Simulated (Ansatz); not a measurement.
What a change of settings does to a run on Nb

The cell is COD entry 1534903, as deposited and not checked against the literature; nothing was relaxed. The listed cell was then made from it by scaling, straining or moving an atom.

First run: DFT, PBE, all-electron PAW with datasets made for the crystal, scalar-relativistic (Ansatz 0.2.0).

Command: `ansatz run input.yaml --threads 1 --pin off --max-ram 2048MiB --backend cpu --events-out ev --progress --plain --runs-dir out` The run took 13 s on 1 thread of Arm Neoverse V1, with other jobs on the host, peak memory 0.41 GiB.

```yaml
crystal:
  lattice:
    - [-0.010575, 2.115, 2.115]
    - [2.115, -0.010575, 2.115]
    - [2.104425, 2.104425, 0.0]
  atoms:
    - { symbol: Nb, position: [0.0, 0.0, 0.0] }
kpoints:
  mp_grid: { grid: [13, 13, 13] }
scf:
  occupations: { method: fermi_dirac, width: 0.08 }
hamiltonian:
  xc: pbe
  pseudopotentials: { kind: all_electron, datasets: crystal }
output:
  forces: true
  stress: true
  eigenvalues: true
  efg: { contact_densities: true }
```

Result: converged; pressure -1.11 GPa; 7 SCF iterations.

A second input differs as follows:

```diff
@@ -10,4 +10,5 @@
 scf:
   occupations: { method: fermi_dirac, width: 0.08 }
+  max_iter: 75
 hamiltonian:
   xc: pbe
@@ -18,3 +19,4 @@
   eigenvalues: true
   efg: { contact_densities: true }
+ecutwfc: 0.3
```

Q: What is wrong with it, and what does the program do?

A: The fault is a keyword of another program. The run refused before any iteration. The log ends:
```
  --> <input>:21:1
   |
19 |   eigenvalues: true
20 |   efg: { contact_densities: true }
21 | ecutwfc: 0.3
   | ^ unknown field `ecutwfc`, expected one of crystal, accuracy, basis, kpoints, hamiltonian, magnetization, projection, total_charge, correlation, batch, efield, external_charges, scf, relax, neb, saddle, md, ramp, phonons, dielectric, real_time, elastic, magnetic_configurations, gw, evaluate, workflow, output, checkpoint, execution
```
